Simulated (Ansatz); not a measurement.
SiO₂ (rutile), relaxed with r2SCAN in Ansatz 0.2.0: the symmetry is P4_2/mnm (No. 136, tetragonal); conventional cell a = 4.185 Å, c = 2.669 Å, 7.79 Å³ an atom. Si is surrounded by 6 O at 1.76–1.81 Å; O is surrounded by 3 Si at 1.76–1.81 Å. The primitive cell holds 6 atoms in 46.75 Å³. Spin-unpolarised throughout; all numbers are computed.

Computed values: PBE gives a gap of 5.56 eV and PBE0 (25 % exact exchange) 8.43 eV; one over PBE's mean ε∞ is 0.291. HSE06 (4×4×6) gives a least gap of 7.66 eV, direct. PBEsol's static dielectric constant, on its own cell and averaged over directions, is 10.9.

Problem. Taking the gap as linear in the share of unscreened exchange, estimate the gap of the hybrid whose share is 1/ε∞.

Solution. The slope is (8.43 − 5.56)/0.25 = 11.48 eV per unit share, so E_g ≈ 5.56 + 11.48 × 0.291 = 8.90 eV. The run with that share gives 8.91 eV (4×4×6 mesh), +0.01 eV from the straight line.

Problem. At what wavelength does absorption set in by HSE06, excitons left aside?

Solution. λ = 1239.84 eV nm/E: 162 nm for the least gap. That lies in the ultraviolet, so by this gap the crystal is transparent to visible light.

Problem. As a gate dielectric 3 nm thick, what equivalent oxide thickness and capacitance would it have, with 3.9 for amorphous SiO₂?

Solution. EOT = t × 3.9/κ = 3 × 3.9/10.9 = 1.07 nm; C/A = ε₀κ/t = 8.854 × 10.9/3 = 32.2 fF/µm². This takes the ideal crystal's mean κ, without interface layers; the tensor is anisotropic (9.2, 11.8, 11.8), so an oriented film differs.

The meshes of the hybrids are coarse, so their gaps aren't converged to the digits shown.
